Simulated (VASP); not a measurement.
A run of VASP 6.6.1 is set up as follows.

The input INCAR:

```
SYSTEM = Er
PREC = Accurate ; ENCUT = 520
EDIFF = 1E-6 ; ISMEAR = 0
SIGMA = 0.05 ; LREAL = .FALSE.
LASPH = .TRUE. ; NELM = 150
ALGO = Normal ; ISIF = 2
LWAVE = .FALSE. ; LCHARG = .FALSE.
ISPIN = 2 ; MAGMOM = 2.22
LORBIT = 11 ; LMAXMIX = 6
LDAU = .TRUE. ; LDAUTYPE = 2
LDAUL = 3 ; LDAUU = 6
LDAUJ = 0 ; LDAUPRINT = 1
GGA = PE ; NBANDS = 21
```

KPOINTS

```
regular mesh
0
G
  8 8 8
  0 0 0
```

Contents of POSCAR:

```
Er
1.0
   -2.1270014456      2.1270014456      2.1270014456
    2.1270014456     -2.1270014456      2.1270014456
    2.1270014456      2.1270014456     -2.1270014456
Er
1
Direct
    0.0000000000      0.0000000000      0.0000000000
```

Potentials or basis: VASP PAW PBE potentials, release 64 (Er).

Launch:

```bash
$ cat potpaw_PBE.64/Er/POTCAR > POTCAR
$ mpirun -np 1 vasp_std > vasp.out
```

Problem. Estimate the site moments.

Solution. Er +3.04 μB.

Problem. What does it give for the band gap on the k mesh?

Solution. None (metal or under the smearing width).

Eigenvalues of the final occupation matrices:
| site | spin | trace | eigenvalues |
| --- | --- | --- | --- |
| site 1 f | 1 | 6.96 | 0.99 0.99 0.99 0.99 0.99 0.99 0.99 |
| site 1 f | 2 | 4.10 | 0.04 0.04 0.04 0.99 0.99 0.99 0.99 |

Caveat: the magnetic or orbital state may not be the lowest; spin-orbit coupling is left out, which moves the levels of the heavy elements. The state reached can hang on the start; a lower one may exist.
